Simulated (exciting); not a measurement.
Two BSE runs for the Rb L₃ edge of RbCl, space group Fm-3m. Run A: exciting, all-electron LAPW+lo, PBE, exchange and screened direct term (singlet BSE), 3×3×3 shifted k points, 31 conduction bands, |G+q| up to 3 bohr⁻¹ (2 in the exchange term), full RPA screening with nempty = 56, Lorentzian half width 0.64 eV. Run B differs in one setting: k mesh, kernel cutoff, basis, band set, screening or width.

Energy from the Kohn–Sham onset, core level to the lowest empty state found on the meshes used; one zero for both, scaled to A's maximum:

```tsv
E (eV)	A	B
-8.0	0.02	0.01
-7.5	0.02	0.02
-7.0	0.02	0.02
-6.5	0.02	0.02
-6.0	0.03	0.02
-5.5	0.03	0.03
-5.0	0.04	0.04
-4.5	0.05	0.05
-4.0	0.07	0.06
-3.5	0.10	0.08
-3.0	0.15	0.12
-2.5	0.24	0.20
-2.0	0.47	0.38
-1.5	0.89	0.74
-1.0	0.96	0.85
-0.5	0.93	0.80
0.0	0.78	0.74
0.5	0.52	0.51
1.0	0.40	0.37
1.5	0.35	0.32
2.0	0.33	0.30
2.5	0.30	0.27
3.0	0.25	0.23
3.5	0.22	0.20
4.0	0.22	0.19
4.5	0.22	0.20
5.0	0.21	0.19
5.5	0.19	0.17
6.0	0.17	0.15
6.5	0.17	0.14
7.0	0.17	0.14
7.5	0.16	0.14
8.0	0.17	0.14
8.5	0.17	0.14
9.0	0.16	0.13
9.5	0.15	0.12
10.0	0.16	0.13
10.5	0.19	0.14
11.0	0.23	0.17
11.5	0.24	0.19
12.0	0.23	0.19
12.5	0.20	0.17
13.0	0.19	0.15
13.5	0.18	0.14
14.0	0.17	0.14
14.5	0.15	0.12
15.0	0.14	0.10
15.5	0.14	0.11
16.0	0.16	0.12
16.5	0.15	0.12
17.0	0.14	0.11
17.5	0.14	0.10
18.0	0.14	0.10
18.5	0.14	0.11
19.0	0.13	0.10
19.5	0.11	0.09
20.0	0.10	0.08
20.5	0.10	0.07
21.0	0.10	0.07
21.5	0.10	0.07
22.0	0.10	0.07
```

The database entry behind the starting cell differs from later determinations by our own check (about 0.5 % short), so it need not match the best structure at ambient conditions.

**Question.** Which is the likeliest?

The added local orbitals (Ha) from 0.9 to none. The spectrum differs from run A by 14 % r.m.s. The highest maximum lies at -1.2 eV (0.88), against -1.2 eV (1.00). The linearised basis grows poor far above its energy parameter. Other settings could leave a like mark; this is the change that was made.

[Banner, clock and machine lines of the logs are left out without a mark of their own.]

[Logs are printed without paths, hosts, clocks, repeated set-up lines and the standing remarks that a program may print on its own settings, such as how far it seeks lower states.]

[Hosts, paths, dates, database ids (printed as entryN), source tags and the programs' standing remarks are cut or masked in the printed files.]
